**Mo₃Si: filling a hole in a compression curve**

The energy and pressure of cubic Mo₃Si have been calculated over a range of volumes, but the results at 14.321 and 14.764 Å³/atom are covered up. Can the remaining six rows say what stands there, and what must be known about a solid's resistance to compression to fill the hole properly?

Mo₃Si (A15 structure, 8-atom cubic cell) at scaled volumes of the relaxed cell (14.76 Å³/atom), computed with Ansatz 0.2.0: PBE, plane-wave PAW, scalar-relativistic, no spin polarisation, 420 eV cutoff, 8×8×8 k mesh, 0.1 eV Gaussian smearing. Energies count from the minimum of a third-order Birch-Murnaghan fit; pressures come from the stress, positive in compression.

| volume per atom (Å³/atom) | energy over minimum (meV/atom) | pressure (GPa) |
| --- | --- | --- |
| 12.993 | 206.4 | 41.75 |
| 13.436 | 109.5 | 28.72 |
| 13.878 | 45.9 | 17.59 |
| 14.321 | ? | ? |
| 14.764 | ? | ? |
| 15.207 | 9.8 | -6.90 |
| 15.650 | 37.3 | -12.77 |
| 16.241 | 96.8 | -19.25 |

**What the known rows say**

Positive pressure means that the crystal is squeezed, negative pressure that it is held stretched. The sign changes between 13.878 and 15.207 Å³/atom, so the resting volume lies inside the hole.

The two sides of the hole are not mirror images. The volumes 13.878 and 15.650 Å³/atom lie equally far from 14.764, yet the compressed crystal costs 45.9 meV/atom and the stretched one only 37.3. The pressures tell the same story. The stiffness, meaning the pressure gained per relative decrease in volume, is about 389 GPa between the two smallest volumes and about 175 GPa between the two largest.

**Why squeezing is harder than stretching**

The cubic symmetry, which the calculation keeps throughout, fixes the shape of this cell and the place of every atom in it. There is thus nothing to relax at a given volume; distortions that break the symmetry were not tested. A change of volume therefore scales all distances by the same factor, and no atom can step aside to relieve a short contact. A volume decrease of 3 % shortens every bond by about 1 %.

Two tendencies compete as the bonds shorten. Neighbouring molybdenum atoms share d electrons with one another and bond to silicon as well, and closer contact strengthens that bonding. Closer contact also crowds electrons into less space and pushes them against the filled inner shells, which raises their kinetic energy. At the resting volume the two slopes cancel.

The repulsion changes more steeply with distance than the bonding does. On compression it soon dominates, and the crystal becomes stiffer. On stretching it dies away quickly and leaves the bonding, whose pull weakens with distance, so the crystal becomes softer. This explanation is argued from general physics. The table shows the asymmetry, but it does not split the energy into these two parts.

**A variable that carries the asymmetry**

A parabola in volume is the obvious first choice for a curve near a minimum, but it has the wrong kind of stiffness. Its pressure changes by the same amount for each cubic ångström. The stiffness per relative change of volume is then proportional to the volume itself, so the model crystal becomes softer when squeezed, whereas the calculated one becomes harder.

A better variable follows the inverse square of length, which is how the kinetic energy of confined electrons scales. With $V$ the volume per atom and $V_0$ its resting value, the Eulerian strain is

$$f=\tfrac12\left[\left(\frac{V_0}{V}\right)^{2/3}-1\right].$$

It grows faster and faster as the volume shrinks, so even a plain $f^2$ law is steeper in compression than in stretching. Adding a cubic term gives the third-order Birch-Murnaghan form, $E=Af^2+Cf^3$, where $E$ is the energy over the minimum and $A$ and $C$ are constants. The scaling argument makes this variable reasonable for a metallic compound such as Mo₃Si; it does not derive the form.

The pressure is minus the slope of energy against volume. Differentiating by way of $f$ gives

$$P=(1+2f)^{5/2}\,(p_0+p_1f+p_2f^2).$$

Here $f$ is counted from 14.764 Å³/atom, and $p_0$ allows for some pressure left at that volume. The energy form and the pressure form were each fitted to the six known rows, separately. Both give a bulk modulus, the stiffness at rest, of about 248 GPa. The full output follows this text.

**The forecast at 14.321 Å³/atom, worked through**

This row took no part in the fit. Its strain is

$$f=\tfrac12\left[(14.764/14.321)^{2/3}-1\right]=0.01026.$$

With the fitted constants $p_0=0.028$, $p_1=744.8$ and $p_2=316$ GPa, the bracket in the pressure formula becomes $0.03+7.64+0.03=7.70$ GPa. The factor in front is $1.0205^{5/2}=1.052$, so the pressure should be $1.052\times7.70=8.10$ GPa.

Almost all of this comes from the term linear in $f$, that is, from the bulk modulus. A constant slope of pressure against volume would give roughly $248\times0.03=7.4$ GPa for a 3 % compression. The rest reflects the way the pressure curve steepens as the crystal is squeezed.

**Forecasts, with error bars**

- At 14.321 Å³/atom: energy 10.8 ± 0.3 meV/atom, pressure 8.1 ± 0.3 GPa.
- At 14.764 Å³/atom: energy 0.0 ± 0.3 meV/atom, pressure 0.0 ± 0.3 GPa.

The bars are a judgement based on the rounding of the table and the smoothness of the known rows. Leaving out one known row at a time gives typical errors of 0.3 meV/atom and 0.1 GPa, but that test includes the end rows, where the curve has to reach beyond its data. Inside the hole it is held from both sides.

The second forecast is the easier one. The caption gives 14.76 Å³/atom for the relaxed starting cell, and a relaxed cell should lie close to its minimum.

Two cruder methods give different answers for the first row. A parabola in volume, fitted to the same six energies, predicts about 17 meV/atom. A straight line between the pressures on either side of the hole predicts 9.4 GPa.

The withheld rows as computed:

| volume per atom (Å³/atom) | energy over minimum (meV/atom) | pressure (GPa) |
| --- | --- | --- |
| 14.321 | 10.8 | 8.09 |
| 14.764 | 0.0 | 0.00 |

**Hits, and what they are worth**

All four values fall well inside their bars. Taken before rounding, the energy forecast at 14.321 Å³/atom is 0.05 meV/atom too high and the pressure forecast 0.01 GPa too high. At 14.764 the energy agrees to the printed digit and the pressure forecast is 0.03 GPa too high. Misses this small are comparable with the rounding or the scatter of the fit, and need no physical cause.

The two rows do not count equally as tests. Energies in the table are measured from the minimum of a Birch-Murnaghan curve fitted to all eight volumes, so the withheld rows had a small share in setting the zero. The model sets its own minimum to zero as well. Once the resting volume is right, a zero energy there follows almost by construction. The row at 14.321 asks more, because the curve must also have the right steepness.

The printed pressures come from the stress in each calculation, not from the slope of the energy curve. On the known rows, the pressure derived from the fitted energy curve differs from the printed one by at most 0.12 GPa, so the columns are consistent. They still do not amount to two independent confirmations, because pressure is minus the slope of energy against volume and both columns describe the same curve.

**Why the cruder methods miss**

The parabola overestimates the energy at 14.321 Å³/atom by about 60 %. It has to serve a steep compressed side and a gentle stretched side with a single curvature, and it compromises by moving its minimum out to 14.88 Å³/atom. The compressed row then seems farther from rest than it is. A parabola is sound very close to the minimum; the trouble here is that the known rows reach at least 10 % away in volume on either side.

The straight line fails for the same physical reason. Because the crystal stiffens when squeezed, pressure against volume is a curve that sags below a chord drawn between any two of these rows. The chord therefore reads 1.3 GPa too high at 14.321 Å³/atom, and still shows 1.3 GPa of compression at 14.764, where the crystal is in fact at rest.

**Beside other solids**

The same reasoning tells what to look for elsewhere. Molybdenum has a roughly half-filled d shell, so mostly bonding d states are occupied, and metals of this kind are hard to compress. In silver the d shell is full and adds little net bonding, so the metal is softer at rest. Its filled shells also repel strongly when pushed together, and its stiffness rises more quickly in proportion. A curve for silver is therefore expected to be shallower around the minimum but more lopsided in proportion.

For a real piece of Mo₃Si the numbers need some care. The calculation describes a motionless crystal of exact composition, while real material is usually slightly poor in silicon and its atoms vibrate. Both can shift the resting volume and the stiffness. The PBE functional adds an error of its own, as it tends to make crystals of such metals slightly too large. The lopsided shape should survive, since on the argument above it comes from repulsion that acts over a shorter range than bonding.

Output of the analysis:

```
fit of energy_over_minimum on 6 rows: coefficient of (((s/volume)**(2/3)-1)/2)**2 103048 +/- 56, coefficient of (((s/volume)**(2/3)-1)/2)**3 33082 +/- 1418, s 14.76; rms 0.0673, worst 13.436 -0.131, leave-one-out rms 0.296
  rows outside the fit (model, value, miss): 14.321 10.85, 10.8, 0.0481; 14.764 2.335e-05, 0, 2.33e-05
fit of pressure on 6 rows: coefficient of w 0.02773 +/- 0.031, coefficient of w*f 744.8 +/- 0.87, coefficient of w*f**2 316.3 +/- 35; rms 0.0311, worst 13.436 -0.0403, leave-one-out rms 0.0916
  rows outside the fit (model, value, miss): 14.321 8.103, 8.09, 0.0126; 14.764 0.02773, 0, 0.0277
fit of energy_over_minimum on 6 rows: coefficient of (volume-s)**2 55.51 +/- 1.8, s 14.88; rms 6.86, worst 13.878 9.84, leave-one-out rms 15.8
  rows outside the fit (model, value, miss): 14.321 17.35, 10.8, 6.55; 14.764 0.747, 0, 0.747
volume of the minimum from the energies, Å³/atom: 14.76
volume of zero pressure from the pressures, Å³/atom: 14.77
bulk modulus from the energies, GPa: 248.5
bulk modulus from the pressures, GPa: 248.2
pressure derivative of the bulk modulus from the energies: 4.321
pressure derivative of the bulk modulus from the pressures: 4.283
largest difference between pressure from the energy curve and printed pressure, known rows, GPa: 0.1239
pressure from the energy curve at 14.321 Å³/atom, GPa: 8.074
pressure from the energy curve at 14.764 Å³/atom, GPa: -0.01122
straight-line pressure at 14.321 Å³/atom, GPa: 9.427
straight-line pressure at 14.764 Å³/atom, GPa: 1.263
energy at 13.878 over energy at 15.650 Å³/atom, ratio: 1.231
mean stiffness between the two smallest volumes, GPa: 388.6
mean stiffness between the two largest volumes, GPa: 174.8
```
